# Empty states in two layers of PtTe₂: what do the top planes hold?

## Question

A thin slab of platinum ditelluride consists of two layers. Each layer is a sandwich of three atomic planes, Te–Pt–Te, in which every Pt atom has six Te neighbours at the corners of an octahedron. The stacked slab has the space group P-3m1, and both of its faces are bare.

A density functional calculation collects the electronic states from the Fermi level up to a quarter of an electronvolt above it. These are the first states that an added electron would enter. The calculation then divides them among the six atomic planes, numbered from the bottom face upwards. An even division would give each plane one sixth, about 0.17; the four planes whose results are shown hold between an eighth and just under a fifth.

Two-layer PtTe₂ slab, relaxed, computed with Ansatz 0.2.0 using scalar-relativistic PBE+D3(BJ) and plane-wave PAW, without spin polarisation; cutoff 420 eV, k mesh 21 × 21 × 1, Gaussian smearing 0.05 eV. The shares cover states from 0 to 0.25 eV above the Fermi level, every state counted as full; rows run from the bottom plane up.

```csv
row,plane share,plane formula,plane height (Å)
1,0.185,Te,-7.950
2,0.186,Pt,-6.545
3,0.133,Te,-5.190
4,0.125,Te,-2.760
5,?,Pt,?
6,?,Te,?
```

The plane share is the fraction of these states that belongs to a plane, and the plane formula names its atoms. The plane height is the position of the plane along the normal of the slab, in ångström, counted from a fixed origin.

(a) What do the first four planes tell about the character of these states?

(b) From plane 1 to plane 4 the share falls from 0.185 to 0.125. Predict the share and the height of planes 5 and 6, with an error for each.

(c) Compare the predictions with the computed values, and say what the comparison has tested.

## Model answer

### (a) States shared by both elements

Both elements carry these states. In the lower layer the two Te planes together hold 0.318 and the Pt plane 0.186, so that nearly two thirds of the layer's part sits on Te. Counted per atom, Pt holds somewhat more than the average Te. A picture of an empty platinum band with tellurium as a bystander doesn't fit these numbers.

Bonding theory offers an explanation of the mixture. In an octahedron of Te atoms, two of the five Pt 5d orbitals point straight at the neighbours and overlap strongly with their 5p orbitals. Each such overlap gives a bonding combination, which is filled, and an antibonding one, which lies higher and stays largely empty. The lowest empty states are expected to be largely of this antibonding kind, and an antibonding state has weight at both ends of the bond. They aren't alone in the window. The slab is metallic in this calculation: its valence and conduction bands overlap by almost half an electronvolt, so the top of the Te-rich valence bands also lies above the Fermi level. Functionals of this kind tend to exaggerate such an overlap. The table divides the states by plane and not by orbital, and a plane may also be credited with the tails of its neighbours' orbitals. It therefore agrees with this account but can't confirm the orbitals. One more result speaks for a real part of platinum: the run has seven other energy windows, from 2 eV below the Fermi level to 1.5 eV above it, and in none of them does the Pt plane hold as large a share.

Position matters as well as element. The outer Te plane holds 0.056 more than the average of the two inner ones, although all three consist of the same atoms with three Pt neighbours each. What differs is the other side: the outer plane faces vacuum, the inner planes face each other.

### (b) The prediction

The space group contains an inversion centre. In this slab it lies halfway between the two layers, and inversion through it turns the lower layer into the upper one. Plane 1 is thereby exchanged with plane 6, plane 2 with plane 5, and plane 3 with plane 4. The two faces of the slab are the same surface, seen from opposite sides.

The states must follow the atoms. Take any electronic state and invert it through the centre: the result is again a state of the slab, with exactly the same energy. If the first lies in the energy window, so does the second, and whatever the first places on plane 2 the second places on plane 5. Summed over the whole window, partner planes therefore hold equal shares.

Planes 3 and 4 are the one pair of which both members are known, and they show how well the calculation obeys this rule. Their shares should be equal but differ by 0.008. That difference is numerical, since no physical distinction between the two planes exists. It is taken here, in full, as the error of a predicted share.

The heights follow from the same inversion. The centre lies midway between planes 3 and 4:

centre = (−5.190 − 2.760) / 2 = −3.975 Å

Plane 5 lies as far above the centre as plane 2 lies below it:

height of plane 5 = 2 × (−3.975) − (−6.545) = −1.405 Å

The same step takes plane 1 to plane 6. The error of a height is only that of the rounded entries, about 0.002 Å.

The predictions are:

- Plane 5 (Pt): share 0.186 ± 0.008, height −1.405 ± 0.002 Å.
- Plane 6 (Te): share 0.185 ± 0.008, height 0.000 ± 0.002 Å.

The share should thus rise again towards the top face. Which of the two planes holds more can't be called, because their predicted shares differ by far less than the error.

A second argument supports the sum of the two shares. If the six shares are parts of one whole, the four known ones leave 0.371 for planes 5 and 6 together, and the inversion gives 0.186 + 0.185 = 0.371. This assumes that the shares add up to one, which is plausible because the lower layer alone holds 0.504, close to half. The balance fixes only the sum; the division between the two planes comes from the symmetry.

The obvious alternative is to let the fall continue, as if the states clung to the bottom face and died away above it. A straight line through the four known shares, fitted by least squares against the plane number, gives about 0.10 for plane 5 and 0.08 for plane 6. All six shares would then add up to only 0.80. A fifth of the states would have no plane to live on, which is reason enough to distrust the line before any further value is seen.

### (c) The computed values

The withheld rows as computed:

```csv
row,plane share,plane formula,plane height (Å)
5,0.186,Pt,-1.405
6,0.185,Te,0.000
```

Both shares and both heights agree with the prediction to the last printed digit. The straight line puts the share of plane 5 at about half of the computed value and that of plane 6 at less than half. The fall over the first four planes was the first part of a profile that is high at both faces and low in the middle.

The error allowed for the shares turned out too generous. It was taken from the inner pair, and the two outer pairs show no such difference. The numerical fault therefore sits at the middle of the slab. A likely source is that density lying exactly on the midplane is credited to the lower side instead of being halved. The lower inner plane also holds more in each of the seven other energy windows of the run, as such a rule would give, though the rule itself has not been checked.

The agreement tests less than its precision suggests. The shares of planes 1 and 2 went into the prediction as they stand, so the comparison shows that the calculation respects the symmetry of its own structure. It doesn't show that 0.186 is the right share for platinum in a real sample. The heights are plain geometry and test no electronic property at all.

## Remarks on the reasoning

**A right answer for a weak reason.** One can also argue from the element alone: plane 2 is Pt and holds 0.186, so plane 5, also Pt, holds the same. That gives the correct value. The same argument applied to plane 6 takes the mean of the three known Te planes, (0.185 + 0.133 + 0.125) / 3 = 0.148, and falls short by 0.037. The element doesn't fix the share; the element and its surroundings do, and inversion keeps both.

**Why outer and inner tellurium differ.** Symmetry says which planes are equal, but not how large their shares are. Two causes are plausible for the larger share of the outer Te, and both may act. The first lies in the book-keeping: the outer plane may be credited with the tail of the states that reaches into the vacuum, whereas an inner plane has to stop where its neighbour begins. That tail shouldn't be read too finely, because the exchange-correlation potential of this calculation is rough where the density is thin.

The second possible cause is chemical. Te atoms on either side of the gap between the layers are only 3.36 Å apart, well below the roughly 4 Å at which two Te atoms would merely touch. Their orbitals overlap across the gap, and such an overlap pushes levels apart. Part of the inner Te weight may thereby have left the narrow energy window, while the outer Te has no partner to do this to it.

The other energy windows of the same run help to weigh the two. In every one of them the outer Te plane holds more than either inner one, as the book-keeping would give. But the excess is very uneven: it is largest just below the Fermi level and almost vanishes between 1 and 1.5 eV above it. It thus depends strongly on which states lie in the window, which fits the chemical cause but doesn't prove it.

**Surface states.** A high share at the faces invites the words "surface state", but two layers are too few to justify them. A surface state is recognised by its decay into a bulk-like interior, and here no plane is more than one layer away from a face. In a thick slab with two equivalent faces, such states would come in pairs, one for each face. A single state may then be written so that it sits on one side only, yet the sum over the window still contains its partner on the other side.

**What the shares are not.** The states lie above the Fermi level and are essentially empty. A share of 0.186 is therefore neither a charge on platinum nor a measure of how strongly it is bound. It tells where an added electron of low energy would find room, as far as Kohn–Sham levels can stand for the levels of an added electron. The calculation also warns that its highest levels are loosely converged; whether any of them lie in the window isn't listed. Spin–orbit coupling, which is strong in both elements and isn't part of this calculation, can shift levels by amounts comparable to the width of the window and so change the size of the shares. It leaves the inversion centre intact, and with it the equality of partner planes.

**A rule to carry away.** Before a depth profile is extended from one face of a film, the other face deserves a look. If the two are equivalent, half of the profile determines the rest, and any difference between partner planes is a numerical error. Equal partners don't prove that the numbers are free of error, since a fault that strikes both halves alike stays hidden. If one face carries an adsorbate or rests on a support, the inversion centre is gone and each half has to be computed in its own right.
